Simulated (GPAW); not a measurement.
Input of a GPAW 26.7.0 run:

File run.py:

```python
import numpy as np
import spglib
from ase import Atoms
from ase.dft.bandgap import bandgap
from ase.io import read, write
from gpaw import GPAW, PW
from gpaw.spinorbit import soc_eigenstates

atoms = read('SnTe.cif')
cell, positions, numbers = spglib.find_primitive(
    (atoms.cell[:], atoms.get_scaled_positions(), atoms.numbers), symprec=1e-4)
atoms = Atoms(numbers, cell=cell, scaled_positions=positions, pbc=True)

calc = GPAW(mode=PW(600),
            xc={'name': 'optPBE-vdW', 'backend': 'libvdwxc'},
            kpts={'size': (6, 6, 6), 'gamma': True},
            occupations={'name': 'fermi-dirac', 'width': 0.05},
            nbands=19,
            convergence={'density': 1e-05, 'energy': 1e-05},
            maxiter=150,
            txt='gpaw.txt')
atoms.calc = calc
energy = atoms.get_potential_energy()
forces = atoms.get_forces()
calc.write('gs.gpw')
write('result.traj', atoms)
print(f'Energy: {energy:.6f} eV')
print('Forces (eV/A):')
print(forces.round(4))
print('Fermi level:', round(calc.get_fermi_level(), 4), 'eV')
print(f'Gap: {bandgap(calc)[0]:.4f} eV, direct: {bandgap(calc, direct=True)[0]:.4f} eV')

path = atoms.cell.bandpath('GXWKGLUWLK,UX', npoints=60, eps=1e-4)
bs_calc = calc.fixed_density(kpts=path, symmetry='off', nbands=32,
                             convergence={'bands': 'CBM+6.0', 'eigenstates': 1e-6}, txt='bands.txt')
bs = bs_calc.band_structure()
bs.write('bs.json')
print(f'Gap on the path: {bandgap(bs_calc)[0]:.4f} eV')

soc = soc_eigenstates(bs_calc, theta=0, phi=0)
np.savetxt('soc_bands.dat', soc.eigenvalues(), fmt='%.4f')
mesh = soc_eigenstates('gs.gpw', theta=0, phi=0)
np.savetxt('soc_mesh.dat', mesh.eigenvalues(), fmt='%.4f')
print('Fermi level with spin-orbit coupling:', round(mesh.fermi_level, 4), 'eV')
```

Contents of SnTe.cif:

```cif
data_SnTe
_cell_length_a 6.30170000
_cell_length_b 6.30170000
_cell_length_c 6.30170000
_cell_angle_alpha 90.00000000
_cell_angle_beta 90.00000000
_cell_angle_gamma 90.00000000
_space_group_name_H-M_alt 'Fm-3m'
_space_group_name_Hall '-F 4 2 3'
_space_group_IT_number 225
loop_
_space_group_symop_operation_xyz
'x,y,z'
'-x,-y,-z'
'-y,x,z'
'y,-x,-z'
'-x,-y,z'
'x,y,-z'
'y,-x,z'
'-y,x,-z'
'x,-y,-z'
'-x,y,z'
'-y,-x,-z'
'y,x,z'
'-x,y,-z'
'x,-y,z'
'y,x,-z'
'-y,-x,z'
'z,x,y'
'-z,-x,-y'
'z,-y,x'
'-z,y,-x'
'z,-x,-y'
'-z,x,y'
'z,y,-x'
'-z,-y,x'
'-z,x,-y'
'z,-x,y'
'-z,-y,-x'
'z,y,x'
'-z,-x,y'
'z,x,-y'
'-z,y,x'
'z,-y,-x'
'y,z,x'
'-y,-z,-x'
'x,z,-y'
'-x,-z,y'
'-y,z,-x'
'y,-z,x'
'-x,z,y'
'x,-z,-y'
'-y,-z,x'
'y,z,-x'
'-x,-z,-y'
'x,z,y'
'y,-z,-x'
'-y,z,x'
'x,-z,y'
'-x,z,-y'
'x,y+1/2,z+1/2'
'-x,-y+1/2,-z+1/2'
'-y,x+1/2,z+1/2'
'y,-x+1/2,-z+1/2'
'-x,-y+1/2,z+1/2'
'x,y+1/2,-z+1/2'
'y,-x+1/2,z+1/2'
'-y,x+1/2,-z+1/2'
'x,-y+1/2,-z+1/2'
'-x,y+1/2,z+1/2'
'-y,-x+1/2,-z+1/2'
[... 41 lines left out ...]
'-x+1/2,-y,z+1/2'
'x+1/2,y,-z+1/2'
'y+1/2,-x,z+1/2'
'-y+1/2,x,-z+1/2'
'x+1/2,-y,-z+1/2'
'-x+1/2,y,z+1/2'
'-y+1/2,-x,-z+1/2'
'y+1/2,x,z+1/2'
'-x+1/2,y,-z+1/2'
'x+1/2,-y,z+1/2'
'y+1/2,x,-z+1/2'
'-y+1/2,-x,z+1/2'
'z+1/2,x,y+1/2'
'-z+1/2,-x,-y+1/2'
'z+1/2,-y,x+1/2'
'-z+1/2,y,-x+1/2'
'z+1/2,-x,-y+1/2'
'-z+1/2,x,y+1/2'
'z+1/2,y,-x+1/2'
'-z+1/2,-y,x+1/2'
'-z+1/2,x,-y+1/2'
'z+1/2,-x,y+1/2'
'-z+1/2,-y,-x+1/2'
'z+1/2,y,x+1/2'
'-z+1/2,-x,y+1/2'
'z+1/2,x,-y+1/2'
'-z+1/2,y,x+1/2'
'z+1/2,-y,-x+1/2'
'y+1/2,z,x+1/2'
'-y+1/2,-z,-x+1/2'
'x+1/2,z,-y+1/2'
'-x+1/2,-z,y+1/2'
'-y+1/2,z,-x+1/2'
'y+1/2,-z,x+1/2'
'-x+1/2,z,y+1/2'
'x+1/2,-z,-y+1/2'
'-y+1/2,-z,x+1/2'
'y+1/2,z,-x+1/2'
'-x+1/2,-z,-y+1/2'
'x+1/2,z,y+1/2'
'y+1/2,-z,-x+1/2'
'-y+1/2,z,x+1/2'
'x+1/2,-z,y+1/2'
'-x+1/2,z,-y+1/2'
'x+1/2,y+1/2,z'
'-x+1/2,-y+1/2,-z'
'-y+1/2,x+1/2,z'
'y+1/2,-x+1/2,-z'
'-x+1/2,-y+1/2,z'
'x+1/2,y+1/2,-z'
'y+1/2,-x+1/2,z'
'-y+1/2,x+1/2,-z'
'x+1/2,-y+1/2,-z'
'-x+1/2,y+1/2,z'
'-y+1/2,-x+1/2,-z'
'y+1/2,x+1/2,z'
'-x+1/2,y+1/2,-z'
'x+1/2,-y+1/2,z'
'y+1/2,x+1/2,-z'
'-y+1/2,-x+1/2,z'
'z+1/2,x+1/2,y'
'-z+1/2,-x+1/2,-y'
'z+1/2,-y+1/2,x'
'-z+1/2,y+1/2,-x'
'z+1/2,-x+1/2,-y'
'-z+1/2,x+1/2,y'
'z+1/2,y+1/2,-x'
'-z+1/2,-y+1/2,x'
'-z+1/2,x+1/2,-y'
'z+1/2,-x+1/2,y'
'-z+1/2,-y+1/2,-x'
'z+1/2,y+1/2,x'
'-z+1/2,-x+1/2,y'
'z+1/2,x+1/2,-y'
'-z+1/2,y+1/2,x'
'z+1/2,-y+1/2,-x'
'y+1/2,z+1/2,x'
'-y+1/2,-z+1/2,-x'
'x+1/2,z+1/2,-y'
'-x+1/2,-z+1/2,y'
'-y+1/2,z+1/2,-x'
'y+1/2,-z+1/2,x'
'-x+1/2,z+1/2,y'
'x+1/2,-z+1/2,-y'
'-y+1/2,-z+1/2,x'
'y+1/2,z+1/2,-x'
'-x+1/2,-z+1/2,-y'
'x+1/2,z+1/2,y'
'y+1/2,-z+1/2,-x'
'-y+1/2,z+1/2,x'
'x+1/2,-z+1/2,y'
'-x+1/2,z+1/2,-y'
loop_
_atom_site_label
_atom_site_type_symbol
_atom_site_symmetry_multiplicity
_atom_site_Wyckoff_symbol
_atom_site_fract_x
_atom_site_fract_y
_atom_site_fract_z
_atom_site_occupancy
Te1 Te 4 b 0.5000000000 0.0000000000 0.0000000000 1
Sn1 Sn 4 a 0.0000000000 0.0000000000 0.0000000000 1
```

Potentials or basis: GPAW PAW data sets (gpaw-data 1.2.1), pw.

Command:

```bash
$ OMP_NUM_THREADS=1 python run.py
```

Problem. Estimate the band gap along the path.

Solution. 0.25 eV, direct.

Problem. Predict the band gap on the k mesh.

Solution. 0.25 eV, direct.

Levels at the corners of the path, in eV from the valence-band top:
| point | band 17 | band 18 | band 19 | band 20 | band 21 | band 22 | band 23 | band 24 |
| --- | --- | --- | --- | --- | --- | --- | --- | --- |
| Γ | -1.76 | -1.76 | -1.76 | -1.76 | 2.79 | 2.79 | 3.72 | 3.72 |
| X | -3.89 | -3.89 | -3.40 | -3.40 | 2.40 | 2.40 | 4.56 | 4.56 |
| W | -4.63 | -4.63 | -0.75 | -0.75 | 0.94 | 0.94 | 4.67 | 4.67 |
| K | -3.23 | -3.23 | -2.53 | -2.53 | 2.88 | 2.88 | 3.41 | 3.41 |
| Γ | -1.76 | -1.76 | -1.76 | -1.76 | 2.79 | 2.79 | 3.72 | 3.72 |
| L | -1.43 | -1.43 | 0.00 | 0.00 | 0.25 | 0.25 | 0.45 | 0.45 |
| U | -3.23 | -3.23 | -2.53 | -2.53 | 2.88 | 2.88 | 3.41 | 3.41 |
| W | -4.63 | -4.63 | -0.75 | -0.75 | 0.94 | 0.94 | 4.67 | 4.67 |
| L | -1.43 | -1.43 | 0.00 | 0.00 | 0.25 | 0.25 | 0.45 | 0.45 |
| K | -3.23 | -3.23 | -2.53 | -2.53 | 2.88 | 2.88 | 3.41 | 3.41 |
| U | -3.23 | -3.23 | -2.53 | -2.53 | 2.88 | 2.88 | 3.41 | 3.41 |
| X | -3.89 | -3.89 | -3.40 | -3.40 | 2.40 | 2.40 | 4.56 | 4.56 |

Caveat: spin-orbit coupling was added after a scalar SCF, so levels and gaps hold it while energy, forces, pressure and moments don't; this program's spin-orbit splittings come out too wide for heavy elements; the PAW data sets were made with another functional, which shifts forces and pressure a little.

**Measured values to compare with.**

A printed reference work, textbook reports, for a bulk crystal of SnTe at 300 K: band gap 0.18 eV (direct).

Measured gap of SnTe: 0.18 eV (direct; 300 K; a printed reference work, textbook). This calculation gives 0.25 eV (+0.07 eV). The value is that of optPBE-vdW, without temperature or zero-point motion.
